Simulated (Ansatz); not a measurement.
# TiAl: energies, forces and stress near the listed structure

How do energy, forces, pressure and gap of TiAl change under moves of single atoms, random distortions, further strains and shifts, swapped elements, distortions that keep the symmetry, other functionals? Each case is one self-consistent run.

Method: DFT PBE, scalar-relativistic, plane waves, PAW, in Ansatz 0.2.0.

### 1 The system as given

It takes space group P-6m2 (No. 187, hexagonal). The conventional cell has a = 2.867 Å, b = 2.867 Å, c = 4.678 Å, α = 90.00°, β = 90.00°, γ = 120.00°. Ti (site symmetry -6m2) has 6 Al at 2.87 Å and 6 Ti at 2.87 Å as nearest neighbours. Around Al (site symmetry -6m2) lie 6 Ti at 2.87 Å and 6 Al at 2.87 Å.

Coordinates:

```xyz
2
Lattice="2.8673 0.0000 0.0000 -1.4336 2.4831 0.0000 0.0000 0.0000 4.6781" Properties=species:S:1:pos:R:3 pbc="T T T"
Ti    0.0000    0.0000    0.0000
Al    0.0000    1.6554    2.3390
```

The structure comes from the Materials Project (structure only).

### 2 A single atom displaced

Against the listed cell: atom 2 (Al) moved by 0.23 Å.

Contents of input.yaml:

```yaml
crystal:
  lattice:
    - [2.8672622327, 0.0, 0.0]
    - [-1.4336311163, 2.4831219328, 0.0]
    - [0.0, 0.0, 4.678083]
  atoms:
    - { symbol: Ti, position: [0.0, 0.0, 0.0] }
    - { symbol: Al, position: [0.4118053991, 0.66666667, 0.5] }
basis:
  ecutwfc: 420
kpoints:
  mp_grid: { grid: [15, 15, 8] }
hamiltonian:
  xc: pbe
scf:
  occupations: { method: gaussian, width: 0.1 }
output:
  forces: true
  stress: true
  eigenvalues: true
```

### 3 A change within the space group

Contents of input.yaml:

```yaml
crystal:
  lattice:
    - [2.8680077209, 0.0, 0.0]
    - [-1.4340038604, 2.4837675445, 0.0]
    - [0.0, 0.0, 4.2582718316]
  atoms:
    - { symbol: Ti, position: [0.0, 0.0, 0.0] }
    - { symbol: Al, position: [0.33333333, 0.66666667, 0.5] }
basis:
  ecutwfc: 420
kpoints:
  mp_grid: { grid: [18, 18, 10] }
hamiltonian:
  xc: pbe
scf:
  occupations: { method: gaussian, width: 0.1 }
output:
  forces: true
  stress: true
  eigenvalues: true
```

### 4 Another functional, on a distorted cell: r2SCAN

Contents of input.yaml:

```yaml
crystal:
  lattice:
    - [2.7773162165, 0.0, 0.0]
    - [-1.3886581082, 2.4052263978, 0.0]
    - [0.0, 0.0, 4.5313315363]
  atoms:
    - { symbol: Ti, position: [0.0, 0.0, 0.0] }
    - { symbol: Al, position: [0.33333333, 0.66666667, 0.5] }
basis:
  ecutwfc: 500
kpoints:
  mp_grid: { grid: [18, 18, 10] }
hamiltonian:
  xc: r2scan
scf:
  occupations: { method: gaussian, width: 0.1 }
output:
  forces: true
  stress: true
  eigenvalues: true
```

### 5 A change within the space group

Contents of input.yaml:

```yaml
crystal:
  lattice:
    - [2.8002256417, 0.0, 0.0]
    - [-1.4001128208, 2.425066542, 0.0]
    - [0.0, 0.0, 4.4283669295]
  atoms:
    - { symbol: Ti, position: [0.0, 0.0, 0.0] }
    - { symbol: Al, position: [0.33333333, 0.66666667, 0.5] }
basis:
  ecutwfc: 420
kpoints:
  mp_grid: { grid: [18, 18, 10] }
hamiltonian:
  xc: pbe
scf:
  occupations: { method: gaussian, width: 0.1 }
output:
  forces: true
  stress: true
  eigenvalues: true
  populations: true
```

### 6 A distortion of lower symmetry

Contents of input.yaml:

```yaml
crystal:
  lattice:
    - [3.0366314128, 0.0, 0.0]
    - [-1.5183157063, 2.5829930969, 0.0]
    - [0.0, 0.0, 4.9022567374]
  atoms:
    - { symbol: Ti, position: [0.0201359423, 0.0402718846, 0.0] }
    - { symbol: Al, position: [0.3131973877, 0.6263947854, 0.5] }
basis:
  ecutwfc: 420
kpoints:
  mp_grid: { grid: [18, 18, 10] }
hamiltonian:
  xc: pbe
scf:
  occupations: { method: gaussian, width: 0.1 }
output:
  forces: true
  stress: true
  eigenvalues: true
```

### 7 Substitution of an element, cell strained: Ti → Co, first probe

Contents of input.yaml:

```yaml
crystal:
  lattice:
    - [2.8633243899, 0.0, 0.0]
    - [-1.4316621949, 2.4797116609, 0.0]
    - [0.0, 0.0, 4.281196436]
  atoms:
    - { symbol: Co, position: [0.0, 0.0, 0.0], spin: 3.0 }
    - { symbol: Al, position: [0.33333333, 0.66666667, 0.5] }
basis:
  ecutwfc: 420
kpoints:
  mp_grid: { grid: [9, 9, 4] }
hamiltonian:
  xc: pbe
scf:
  occupations: { method: gaussian, width: 0.1 }
  lower_state_search: "off"
output:
  forces: true
  stress: true
  eigenvalues: true
  populations: true
magnetization:
  spin_polarized: true
```

### 8 Substitution of an element, cell strained: Ti → Co

Contents of input.yaml:

```yaml
crystal:
  lattice:
    - [2.8633243899, 0.0, 0.0]
    - [-1.4316621949, 2.4797116609, 0.0]
    - [0.0, 0.0, 4.281196436]
  atoms:
    - { symbol: Co, position: [0.0, 0.0, 0.0], spin: 1.28 }
    - { symbol: Al, position: [0.33333333, 0.66666667, 0.5] }
basis:
  ecutwfc: 420
kpoints:
  mp_grid: { grid: [18, 18, 10] }
hamiltonian:
  xc: pbe
scf:
  occupations: { method: gaussian, width: 0.1 }
output:
  forces: true
  stress: true
  eigenvalues: true
  populations: true
magnetization:
  spin_polarized: true
```

### 9 Random moves and strain, cell strained

Contents of input.yaml:

```yaml
crystal:
  lattice:
    - [2.8154221315, 0.0029246075, 0.0261781042]
    - [-1.4051782813, 2.4730928584, -0.0351888373]
    - [0.0427108978, -0.0416349387, 4.6653586142]
  atoms:
    - { symbol: Ti, position: [0.010988241, 0.0065401541, -0.0025886672] }
    - { symbol: Al, position: [0.322345089, 0.6601265159, 0.5025886672] }
basis:
  ecutwfc: 420
kpoints:
  mp_grid: { grid: [14, 14, 8] }
hamiltonian:
  xc: pbe
scf:
  occupations: { method: gaussian, width: 0.1 }
output:
  forces: true
  stress: true
  eigenvalues: true
```

Q: Predict the outcome of this session. Wanted: for each run, case; energy; pressure; largest force.

**Answer**, as computed:

```
step                                                case  energy (meV/atom)  pressure (GPa)  largest force (eV/Å)  gap on the mesh (eV)
   2                             a single atom displaced               +0.0             0.6                  0.45                  0.00
   3                     a change within the space group             +75.5*            14.4                  0.00                  0.00
   4     another functional, on a distorted cell: r2SCAN                n/a            11.5                  0.00                  0.00
   5                     a change within the space group             +44.9*            14.2                  0.00                  0.00
   6                      a distortion of lower symmetry             +95.9*           -10.9                  0.37                  0.00
   8  substitution of an element, cell strained: Ti → Co                n/a           -20.7                  0.00                  0.00
   9              random moves and strain, cell strained             -16.7*             2.9                  0.21                  0.00
```

Energies are counted from step 2, with the smearing taken to zero; a star marks another k mesh, which can shift energies by itself, so starred rows don't rank against the others. Other atoms or functionals have another zero of energy (n/a). A gap of 0.00 means none on the mesh at this level.

**Reading.** Among the distorted cells of the listed formula and level the largest force, 0.45 eV/Å, comes in step 2, shared by 2 atoms. The distorted cells of the listed formula and level show no gap on the mesh.
